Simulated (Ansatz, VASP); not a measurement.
# WSe2: VASP beside Ansatz

Contents of INCAR:

```
SYSTEM = WSe2
ALGO = Normal
EDIFF = 1E-6
ENCUT = 520
GGA = PS
ISIF = 2
ISMEAR = 0
LASPH = .True.
LCHARG = .False.
LREAL = .False.
LWAVE = .False.
NBANDS = 49
NELM = 100
PREC = Accurate
SIGMA = 0.1
```

KPOINTS

```
k-points
0
Gamma
  6 6 1
  0 0 0
```

The input POSCAR:

```
WSe2
1.0
    3.3181158941      0.0000000000      0.0000000000
   -1.6590579470      2.8735726570      0.0000000000
    0.0000000000      0.0000000000     29.7394474100
W Se
3 6
Direct
    0.6666666700      0.3333333300      0.0000000000
    0.3333333300      0.6666666700      0.7704474400
    0.3333333300      0.6666666700      0.2295525600
    0.3333333300      0.6666666700      0.0559251100
    0.6666666700      0.3333333300      0.8263670200
    0.6666666700      0.3333333300      0.2854460400
    0.3333333300      0.6666666700      0.9440748900
    0.6666666700      0.3333333300      0.7145539600
    0.6666666700      0.3333333300      0.1736329800
```

Input for Ansatz:

```yaml
crystal:
  lattice:
    - [3.3181158941, 0.0, 0.0]
    - [-1.659057947, 2.873572657, 0.0]
    - [0.0, 0.0, 29.73944741]
  atoms:
    - { symbol: W, position: [0.66666667, 0.33333333, 0.0] }
    - { symbol: W, position: [0.33333333, 0.66666667, 0.77044744] }
    - { symbol: W, position: [0.33333333, 0.66666667, 0.22955256] }
    - { symbol: Se, position: [0.33333333, 0.66666667, 0.05592511] }
    - { symbol: Se, position: [0.66666667, 0.33333333, 0.82636702] }
    - { symbol: Se, position: [0.66666667, 0.33333333, 0.28544604] }
    - { symbol: Se, position: [0.33333333, 0.66666667, 0.94407489] }
    - { symbol: Se, position: [0.66666667, 0.33333333, 0.71455396] }
    - { symbol: Se, position: [0.66666667, 0.33333333, 0.17363298] }
basis:
  ecutwfc: 420
kpoints:
  mp_grid: { grid: [6, 6, 1] }
hamiltonian:
  xc: pbesol
scf:
  occupations: { method: gaussian, width: 0.1 }
output:
  forces: true
  stress: true
  eigenvalues: true
```

Alike in both runs: task single point; functional PBEsol; k mesh 6 × 6 × 1; occupations gaussian, width 0.1 eV; no spin polarisation.

```csv
,VASP,Ansatz
version,VASP 6.6.1,Ansatz 0.2.0
potentials or method,"VASP PAW PBE potentials, release 64 (W_sv, Se)","scalar-relativistic, plane waves, PAW"
plane-wave cutoff (eV),520,420
valence electrons in the cell,78,138
```

Ansatz gave:

* gap on the k mesh at the Fermi level (eV): 1.34
* least direct gap on the mesh (eV): 1.47
* rms of the force components (eV/Å): 0.050

What did VASP give for the same quantities?

gap on the k mesh at the Fermi level (eV): 1.34; least direct gap on the mesh (eV): 1.47; rms of the force components (eV/Å): 0.024.

Atom by atom the forces differ by 0.027 eV/Å (rms over components). With one functional, cell and mesh, what is left measures potentials, basis and numerics. The two sets of potentials don't hold the same shells in valence.

Caveats: the PAW data sets were made with another functional, which shifts forces and pressure a little (VASP); spin-orbit coupling is left out, which moves the levels of the heavy elements. As with any semilocal functional, this PBEsol gap is likely too small.
